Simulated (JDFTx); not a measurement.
# Sn (Fd-3m) in JDFTx: further runs

Aim: see how the results for Sn move with the level of theory and the settings. Levels: LDA, PBEsol. Tasks: single point.

All numbers are computed with JDFTx 1.7.0 (patched build); they aren't measurements. Logs are shortened: lines on timing, memory, paths and dates and some standing lists are left out, and cuts for length are marked. The log counts tension as positive stress, the text compression.

## Step 1: Starting point

It takes space group Fd-3m (No. 227, cubic). The conventional cell has a = 6.467 Å, b = 6.467 Å, c = 6.467 Å, α = 90.00°, β = 90.00°, γ = 90.00°. Sn (site symmetry -43m) is surrounded by 4 Sn at 2.80 Å.

This isn't the form of Sn at room conditions, which is tetragonal (white tin).

## Step 2: Single point, LDA

Input file Sn.in:

```
lattice \
    0.0000000000     6.1101323590     6.1101323590 \
    6.1101323590     0.0000000000     6.1101323590 \
    6.1101323590     6.1101323590     0.0000000000
coords-type Lattice
ion Sn     0.7500000000     0.7500000000     0.7500000000 1
ion Sn     0.5000000000     0.5000000000     0.5000000000 1

ion-species pseudo/Sn.upf
elec-cutoff 36 288
elec-ex-corr lda-PW
kpoint-folding 7 7 7
elec-smearing Fermi 0.0018374661
elec-n-bands 21
electronic-SCF nIterations 100 energyDiffThreshold 1e-09
electronic-minimize nIterations 30 energyDiffThreshold 1e-7
converge-empty-states yes
forces-output-coords Cartesian

dump-name run.$VAR
dump End Ecomponents EigStats BandEigs Kpoints Forces Stress ElecDensity
```

Potentials or basis: PseudoDojo-SR-LDA-0.4.1-standard with smoothed tails.

Launch:

```
$ jdftx -c 1 -i Sn.in -o Sn.out
```

Output:

```text
*************** JDFTx 1.7.0 (patched build) ***************

[... 9 lines left out ...]
---------- Initializing the Grid ----------
R =
[            0      6.11013      6.11013  ]
[      6.11013            0      6.11013  ]
[      6.11013      6.11013            0  ]
unit cell volume = 456.228
G =
[  -0.514161   0.514161   0.514161  ]
[   0.514161  -0.514161   0.514161  ]
[   0.514161   0.514161  -0.514161  ]
Minimum fftbox size, Smin = [  68  68  68  ]
Chosen fftbox size, S = [  70  70  70  ]

---------- Initializing tighter grid for wavefunction operations ----------
R =
[            0      6.11013      6.11013  ]
[      6.11013            0      6.11013  ]
[      6.11013      6.11013            0  ]
unit cell volume = 456.228
G =
[  -0.514161   0.514161   0.514161  ]
[   0.514161  -0.514161   0.514161  ]
[   0.514161   0.514161  -0.514161  ]
Minimum fftbox size, Smin = [  48  48  48  ]
Chosen fftbox size, S = [  48  48  48  ]

---------- Exchange Correlation functional ----------
Initalized Slater LDA exchange.
Initalized Perdew-Wang LDA correlation.

---------- Setting up pseudopotentials ----------
Width of ionic core gaussian charges (only for fluid interactions / plotting) set to 0

Reading pseudopotential file 'pseudo/Sn.upf':
  'Sn' pseudopotential, 'SLA  PW   NOGX NOGC' functional
  Generated using ONCVPSP code by D. R. Hamann
  14 valence electrons, 3 orbitals, 6 projectors, 1001 radial grid points, with lMax = 2
    4D    l: 2   occupation: 10.0   eigenvalue: -0.951956
    5S    l: 0   occupation:  2.0   eigenvalue: -0.397282
    5P    l: 1   occupation:  2.0   eigenvalue: -0.142135
  Core radius for overlap checks: 2.33 bohrs.

Initialized 1 species with 2 total atoms.

Folded 1 k-points by 7x7x7 to 343 k-points.

---------- Setting up k-points, bands, fillings ----------
Reduced to 20 k-points under symmetry.
Computing the number of bands and number of electrons
Calculating initial fillings.
nElectrons:  28.000000   nBands: 21   nStates: 20

----- Setting up reduced wavefunction bases (one per k-point) -----
average nbasis = 4706.120 , ideal nbasis = 4706.842

---------- Setting up ewald sum ----------
Optimum gaussian width for ewald sums = 2.775116 bohr.
Real space sum over 1331 unit cells with max indices [  5  5  5  ]
Reciprocal space sum over 2197 terms with max indices [  6  6  6  ]

---------- Allocating electronic variables ----------
Initializing wave functions:  linear combination of atomic orbitals
Note: number of bands (21) exceeds available atomic orbitals (18)
Sn pseudo-atom occupations:   s ( 2 )  p ( 2 )  d ( 10 )
	FillingsUpdate:  mu: +0.291828572  nElectrons: 28.000000
LCAOMinimize: Iter:   0  F: -135.6124972363461723  |grad|_K:  7.494e-05  alpha:  1.000e+00
	FillingsUpdate:  mu: +0.292045945  nElectrons: 28.000000
LCAOMinimize: Iter:   1  F: -135.6125196496201681  |grad|_K:  3.816e-06  alpha:  9.059e-01  linmin: -6.857e-03  cgtest:  8.133e-02
LCAOMinimize: Encountered beta<0, resetting CG.
	FillingsUpdate:  mu: +0.292032886  nElectrons: 28.000000
LCAOMinimize: Iter:   2  F: -135.6125197101058859  |grad|_K:  1.926e-07  alpha:  9.420e-01  linmin:  1.534e-03  cgtest: -7.174e-03
	FillingsUpdate:  mu: +0.292033484  nElectrons: 28.000000
LCAOMinimize: Iter:   3  F: -135.6125197102540767  |grad|_K:  2.821e-09  alpha:  9.049e-01  linmin: -1.054e-02  cgtest:  1.485e-01
LCAOMinimize: Encountered beta<0, resetting CG.
LCAOMinimize: Converged (|Delta F|<1.000000e-06 for 2 iters).

-------- Electronic minimization -----------
Will mix electronic density at each iteration.
	FillingsUpdate:  mu: +0.292033484  nElectrons: 28.000000
	FillingsUpdate:  mu: +0.280305369  nElectrons: 28.000000
SCF: Cycle:  0   F: -135.642869682081738   dF: -3.035e-02   |Residual|: 4.215e-02   |deigs|: 1.090e-01
	FillingsUpdate:  mu: +0.282114499  nElectrons: 28.000000
SCF: Cycle:  1   F: -135.643462195871592   dF: -5.925e-04   |Residual|: 2.314e-02   |deigs|: 5.274e-03
	FillingsUpdate:  mu: +0.285091118  nElectrons: 28.000000
SCF: Cycle:  2   F: -135.643707319529000   dF: -2.451e-04   |Residual|: 4.234e-03   |deigs|: 3.377e-03
	FillingsUpdate:  mu: +0.285616293  nElectrons: 28.000000
SCF: Cycle:  3   F: -135.643716078249241   dF: -8.759e-06   |Residual|: 2.012e-03   |deigs|: 1.486e-03
	FillingsUpdate:  mu: +0.285769686  nElectrons: 28.000000
SCF: Cycle:  4   F: -135.643717413959536   dF: -1.336e-06   |Residual|: 9.287e-04   |deigs|: 1.772e-04
	FillingsUpdate:  mu: +0.285881054  nElectrons: 28.000000
SCF: Cycle:  5   F: -135.643717719368226   dF: -3.054e-07   |Residual|: 2.356e-04   |deigs|: 1.199e-04
	FillingsUpdate:  mu: +0.285913951  nElectrons: 28.000000
SCF: Cycle:  6   F: -135.643717769640261   dF: -5.027e-08   |Residual|: 9.603e-05   |deigs|: 1.131e-04
	FillingsUpdate:  mu: +0.285926004  nElectrons: 28.000000
SCF: Cycle:  7   F: -135.643717775979667   dF: -6.339e-09   |Residual|: 2.642e-05   |deigs|: 8.483e-05
	FillingsUpdate:  mu: +0.285924259  nElectrons: 28.000000
SCF: Cycle:  8   F: -135.643717777494857   dF: -1.515e-09   |Residual|: 1.161e-05   |deigs|: 6.810e-05
	FillingsUpdate:  mu: +0.285924060  nElectrons: 28.000000
SCF: Cycle:  9   F: -135.643717778062211   dF: -5.674e-10   |Residual|: 9.150e-06   |deigs|: 5.865e-05
	FillingsUpdate:  mu: +0.285924484  nElectrons: 28.000000
SCF: Cycle: 10   F: -135.643717778252039   dF: -1.898e-10   |Residual|: 3.249e-06   |deigs|: 5.490e-05
SCF: Converged (|Delta E|<1.000000e-09 for 2 iters).

Setting wave functions to eigenvectors of Hamiltonian
Converging empty states (this may take a while): |deigs|: 3.261e-04

# Stress tensor in Cartesian coordinates [Eh/a0^3]:
[ -4.64853e-06            0            0  ]
[            0 -4.64853e-06            0  ]
[            0            0 -4.64853e-06  ]

# Ionic positions in lattice coordinates:
ion Sn   0.750000000000000   0.750000000000000   0.750000000000000 1
ion Sn   0.500000000000000   0.500000000000000   0.500000000000000 1

# Forces in Cartesian coordinates:
force Sn   0.000000000000000  -0.000000000000000  -0.000000000000000 1
force Sn   0.000000000000000  -0.000000000000000  -0.000000000000000 1

# Energy components:
   Eewald =      -86.3984898049404961
       EH =       43.4266518864136799
     Eloc =     -119.9286859916420696
      Enl =      -44.3237780937170740
      Exc =      -43.4109271063050670
 Exc_core =       21.5129067734272219
       KE =       93.4786944471353394
-------------------------------------
     Etot =     -135.6436278896284193
       TS =        0.0000898886236207
-------------------------------------
        F =     -135.6437177782520394

IonicMinimize: Iter:   0  F: -135.643717778252039  |grad|_K:  9.569e-36
IonicMinimize: Converged (|grad|_K<1.000000e-04).

#--- Lowdin population analysis ---
# oxidation-state Sn +0.017 +0.017

Dumping 'run.eigStats' ...
	eMin: -0.508725 at state 19 ( [ +0.142857 +0.428571 -0.285714 ] spin 0 )
	HOMO: +0.279881 at state 1 ( [ +0.000000 +0.000000 +0.142857 ] spin 0 )
	mu  : +0.285925
	LUMO: +0.287313 at state 3 ( [ +0.000000 +0.000000 +0.428571 ] spin 0 )
	eMax: +0.676158 at state 19 ( [ +0.142857 +0.428571 -0.285714 ] spin 0 )
	HOMO-LUMO gap: +0.007432
	Optical gap  : +0.029123 at state 1 ( [ +0.000000 +0.000000 +0.142857 ] spin 0 )
Done!
[note: the HOMO, LUMO and gaps printed at the end count levels as full or empty at half filling, so they show a gap where a level is partly filled]
```

Run time: 1.7 min. Hardware: 1 thread of Intel Xeon Platinum 8375C at 2.90GHz (Ice Lake), shared host; peak memory 0.18 GiB.

Results:

```yaml
Free_energy: -3691.0536 eV
Pressure: 0.1 GPa
Band_gap_on_the_k_mesh: none (metal or under the smearing width)
```

## Step 3: Single point, PBEsol

Changes to Sn.in since step 2:

```diff
@@ -10,3 +10,3 @@
 elec-cutoff 36 288
-elec-ex-corr lda-PW
+elec-ex-corr gga-PBEsol
 kpoint-folding 7 7 7
```

Potentials or basis: PseudoDojo-SR-PBEsol-0.4.1-standard with smoothed tails.

Launch:

```
$ jdftx -c 1 -i Sn.in -o Sn.out
```

Run time: 2 min. Hardware: 1 thread of Intel Xeon Platinum 8375C at 2.90GHz (Ice Lake), shared host; peak memory 0.19 GiB.

The run converged. Its results:

```yaml
Free_energy: -3685.1342 eV
Pressure: 1.7 GPa
Band_gap_on_the_k_mesh: none (metal or under the smearing width)
```

Levels at points of the mesh, in eV from the Fermi level:
```csv
k point,band 11,band 12,band 13,band 14,band 15,band 16,band 17,band 18
"(0.00, 0.00, 0.00)",-10.64,-0.56,0.15,0.15,0.15,2.22,2.22,2.22
```

## Step 4: The reference run

An earlier run on the cell as given: functional PBEsol; potentials or basis PseudoDojo-SR-PBEsol-0.4.1-standard with smoothed tails; cutoff 980 eV; density cutoff 7837 eV; k mesh 7 × 7 × 7; occupations fermi-dirac, width 0.05 eV; no spin polarisation.

* Pressure: 1.7 GPa
* Band gap on the k mesh: none (metal or under the smearing width)
